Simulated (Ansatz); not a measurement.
ZrO2 (tetragonal-ZrO2 type, space group P4_2/nmc)

```
CELL_PARAMETERS angstrom
      7.24208     0.00000     0.00000
      3.62104     3.62104     0.00000
      0.00000     0.00000     5.28279
ATOMIC_POSITIONS crystal
  Zr 0.00000 0.00000 0.00000
  Zr 0.50000 0.00000 0.00000
  Zr 0.00000 0.50000 0.50000
  Zr 0.50000 0.50000 0.50000
  O  0.75000 0.50000 0.19278
  O  0.25000 0.50000 0.19278
  O  0.75000 0.50000 0.69278
  O  0.25000 0.50000 0.69278
  O  0.25000 0.00000 0.30722
  O  0.75000 0.00000 0.30722
  O  0.25000 0.00000 0.80722
  O  0.75000 0.00000 0.80722
```

The atoms are displaced by Q × the pattern below (from a DFPT mode at M = (0.5, 0.5, 0.0), largest move 1; Q in Å), at fixed cell. It is one choice among 2 degenerate patterns. (q is in reciprocal vectors of the primitive cell; the cell shown is doubled to hold the pattern.)

| atom | x | y | z |
|---|---|---|---|
| Zr1 | 0.000 | 0.000 | 1.000 |
| Zr2 | 0.000 | 0.000 | -1.000 |
| Zr3 | 0.000 | 0.000 | 0.275 |
| Zr4 | 0.000 | 0.000 | -0.275 |
| O5 | -0.263 | 0.524 | 0.000 |
| O6 | 0.263 | -0.524 | 0.000 |
| O7 | -0.144 | 0.958 | 0.000 |
| O8 | 0.144 | -0.958 | 0.000 |
| O9 | -0.958 | 0.144 | 0.000 |
| O10 | 0.958 | -0.144 | 0.000 |
| O11 | -0.524 | 0.263 | 0.000 |
| O12 | 0.524 | -0.263 | 0.000 |

All values below come from PBE (plane waves to 420 eV, PAW, scalar-relativistic; Ansatz, a first-principles code). k mesh 9×9×6 (Γ-centred), Fermi-Dirac smearing 0.05 eV. The energy includes the smearing's −TS. Stress and pressure are positive under compression. This is a high-temperature form of ZrO2. ZrO2 is run without spin polarisation. ZrO2 was relaxed with its symmetry unable to fall. ΔE is measured from the undisplaced structure.

```json
[
 {"Q (Å)": "-0.180", "ΔE (meV/cell)": "189.5", "P (GPa)": "2.42", "−dE/dQ from forces (eV/Å)": "2.875"},
 {"Q (Å)": "-0.150", "ΔE (meV/cell)": "117.1", "P (GPa)": "1.64", "−dE/dQ from forces (eV/Å)": "1.994"},
 {"Q (Å)": "-0.120", "ΔE (meV/cell)": "67.6", "P (GPa)": "1.03", "−dE/dQ from forces (eV/Å)": "1.342"},
 {"Q (Å)": "-0.090", "ΔE (meV/cell)": "34.8", "P (GPa)": "0.57", "−dE/dQ from forces (eV/Å)": "0.864"},
 {"Q (Å)": "-0.060", "ΔE (meV/cell)": "14.5", "P (GPa)": "0.25", "−dE/dQ from forces (eV/Å)": "0.509"},
 {"Q (Å)": "-0.030", "ΔE (meV/cell)": "3.5", "P (GPa)": "0.06", "−dE/dQ from forces (eV/Å)": "0.235"},
 {"Q (Å)": "0.000", "ΔE (meV/cell)": "0.0", "P (GPa)": "0.00", "−dE/dQ from forces (eV/Å)": "0.000"},
 {"Q (Å)": "0.030", "ΔE (meV/cell)": "3.5", "P (GPa)": "0.06", "−dE/dQ from forces (eV/Å)": "-0.235"},
 {"Q (Å)": "0.060", "ΔE (meV/cell)": "14.5", "P (GPa)": "0.25", "−dE/dQ from forces (eV/Å)": "-0.509"},
 {"Q (Å)": "0.090", "ΔE (meV/cell)": "34.8", "P (GPa)": "0.57", "−dE/dQ from forces (eV/Å)": "-0.864"},
 {"Q (Å)": "0.120", "ΔE (meV/cell)": "67.6", "P (GPa)": "1.03", "−dE/dQ from forces (eV/Å)": "-1.342"},
 {"Q (Å)": "0.150", "ΔE (meV/cell)": "117.1", "P (GPa)": "1.64", "−dE/dQ from forces (eV/Å)": "-1.994"},
 {"Q (Å)": "0.180", "ΔE (meV/cell)": "189.5", "P (GPa)": "2.42", "−dE/dQ from forces (eV/Å)": "-2.875"}
]
```

Summary:

```
Quantity                                                                                                             Result
-----------------------------------------------------------  --------------------------------------------------------------
Energy at Q = 0.180 Å                                                                                        189.5 meV/cell
Space group of the distorted cell                                                  P2_12_12 (No. 18), lowered from P4_2/nmc
Symmetry of the curve                                                                         even: the same for both signs
Shape of the curve                                           a single well with its minimum at or next to zero displacement
Harmonic wavenumber from the curvature (finite differences)                                                         86 cm⁻¹
Wavenumber by perturbation theory (DFPT, on another k mesh)                                                         86 cm⁻¹
```

(A displaced cell: forces are minus the slopes of the energy, force constants its curvatures, and phonons follow from these.)
